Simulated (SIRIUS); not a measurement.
Wanted: the native input for a SIRIUS 7.10.0 run.

- Task: single point
- Functional: PBEsol
- Potentials or basis: PseudoDojo 0.4.1 PBEsol standard (scalar relativistic)
- Cutoff: 765 eV
- Density cutoff: 3061 eV
- k mesh: 5 × 5 × 5
- Occupations: fermi-dirac, width 0.05 eV
- Spin: no spin polarisation
- Libxc names: ["XC_GGA_X_PBE_SOL", "XC_GGA_C_PBE_SOL"]
- Energy tol: 1e-08 Ha
- Density tol: 1e-06
- Mixer: anderson
- Mixing beta: 0.7
- Max scf: 100
- Radial cutoff for the potentials' integrals: 6.5 bohr

Crystal: CsPbBr3.

```
Pb Cs Br
1.0
     5.87000    0.00000    0.00000
     0.00000    5.87000    0.00000
     0.00000    0.00000    5.87000
Pb Cs Br
1 1 3
Direct
  0.49643 0.49350 0.49965
  0.99665 0.99903 0.99438
  0.50649 0.50890 0.98857
  0.50406 0.00311 0.50401
  0.00619 0.49130 0.49411
```

The cell isn't the ideal one: atoms moved at random, drawn with an rms of 0.05 Å.

One way to write it, as run:

sirius.json

```json
{
  "control": {
    "processing_unit": "cpu",
    "verbosity": 2,
    "num_bands_to_print": 32,
    "print_forces": true,
    "print_stress": true
  },
  "parameters": {
    "electronic_structure_method": "pseudopotential",
    "xc_functionals": ["XC_GGA_X_PBE_SOL", "XC_GGA_C_PBE_SOL"],
    "gk_cutoff": 7.5,
    "pw_cutoff": 15.0,
    "ngridk": [5, 5, 5],
    "shiftk": [0, 0, 0],
    "smearing": "fermi_dirac",
    "smearing_width": 0.0018374661,
    "num_bands": 32,
    "num_mag_dims": 0,
    "num_dft_iter": 100,
    "energy_tol": 1e-08,
    "density_tol": 1e-06
  },
  "iterative_solver": {
    "type": "davidson",
    "min_tolerance": 1e-09,
    "tolerance_scale": [0.1, 0.25]
  },
  "mixer": {
    "type": "anderson",
    "beta": 0.7,
    "max_history": 8
  },
  "settings": {
    "tol_ne": 1e-10,
    "pseudo_grid_cutoff": 6.5
  },
  "unit_cell": {
    "lattice_vectors": [
      [11.092692351553, 0.0, 0.0],
      [0.0, 11.092692351553, 0.0],
      [0.0, 0.0, 11.092692351553]
    ],
    "atom_coordinate_units": "lattice",
    "atom_types": ["Pb", "Cs", "Br"],
    "atom_files": {
      "Cs": "Cs.json",
      "Pb": "Pb.json",
      "Br": "Br.json"
    },
    "atoms": {
      "Pb": [
        [0.496429, 0.4935, 0.49965]
      ],
      "Cs": [
        [-0.00335, -0.000974, -0.005618]
      ],
      "Br": [
        [0.50649, 0.508899, -0.011428],
        [0.504061, 0.003109, 0.504014],
        [0.006189, 0.491299, 0.494113]
      ]
    }
  }
}
```

Potentials or basis: PseudoDojo 0.4.1 PBEsol standard (scalar relativistic).

Launch:

```bash
$ upf_to_json Cs.upf
$ upf_to_json Pb.upf
$ upf_to_json Br.upf
$ OMP_NUM_THREADS=1 sirius.scf --input=sirius.json --output=out.json --task=0
```

Results of the run:

```yaml
Pressure: 0.1 GPa
Largest_force: 0.226 eV/Å
Band_gap_on_the_k_mesh: 2.52 eV
```

Caveat: spin-orbit coupling is left out, which as a rule narrows the gap of such compounds by several tenths of an eV; an odd mesh through Γ misses points on the zone boundary, where band edges often lie.

It took 10 min on 1 thread of Arm Neoverse V2, on a shared host, peak memory 2.4 GiB.
